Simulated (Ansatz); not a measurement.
## Ir (Fm-3m), random displacements

Theory: Ansatz, DFT PBE, scalar-relativistic, plane waves, PAW. Cutoff 420 eV, Γ-centred 12×12×12 k-points, Gaussian smearing of 0.15 eV. Spin–orbit coupling is left out, which can shift energies with elements as heavy as these. No spin polarisation. Energies are free energies at this smearing, counted from the undisturbed cell; pressure is positive in compression.

The starting cell (as given, not relaxed at this level):

```xyz
8
Lattice="-3.8394 3.8394 0.0000 -3.8394 0.0000 3.8394 0.0000 3.8394 3.8394" Properties=species:S:1:pos:R:3 pbc="T T T"
Ir    0.0000    0.0000    0.0000
Ir   -1.9197    1.9197    0.0000
Ir   -1.9197    0.0000    1.9197
Ir    0.0000    1.9197    1.9197
Ir   -3.8394    1.9197    1.9197
Ir   -1.9197    3.8394    1.9197
Ir   -1.9197    1.9197    3.8394
Ir   -3.8394    3.8394    3.8394
```

After a displacement of all atoms with no net shift, the run gives ΔE = 30.1 meV/atom; stress (xx, yy, zz, yz, xz, xy; compression positive) (10.69, 10.70, 10.52, 0.02, 0.05, -0.71) GPa.

```
atom Fx (eV/Å) Fy Fz
 Ir1     -0.472   0.130  -0.181
 Ir2      0.518  -0.303   1.105
 Ir3     -0.641   1.206  -0.506
 Ir4     -1.272   0.786   0.317
 Ir5      0.566  -0.197  -0.476
 Ir6      0.796  -0.713  -0.451
 Ir7      0.799  -1.239  -0.653
 Ir8     -0.294   0.329   0.846
```

(1) Which displacements (Å, in the unstrained cell) and strain were applied?

Answers

(1)
```
atom ux uy uz
 Ir1   0.03  -0.01   0.00
 Ir2  -0.03   0.00  -0.03
 Ir3   0.04  -0.04   0.03
 Ir4   0.04  -0.03  -0.03
 Ir5  -0.02  -0.01   0.03
 Ir6  -0.03   0.02   0.01
 Ir7  -0.03   0.08   0.02
 Ir8   0.00   0.00  -0.03
```
The cell is not strained.

Cost: 1 run of about 6.7 core-minutes, on Oxide Virtual Turin-like Processor (Zen 5) (shared hosts).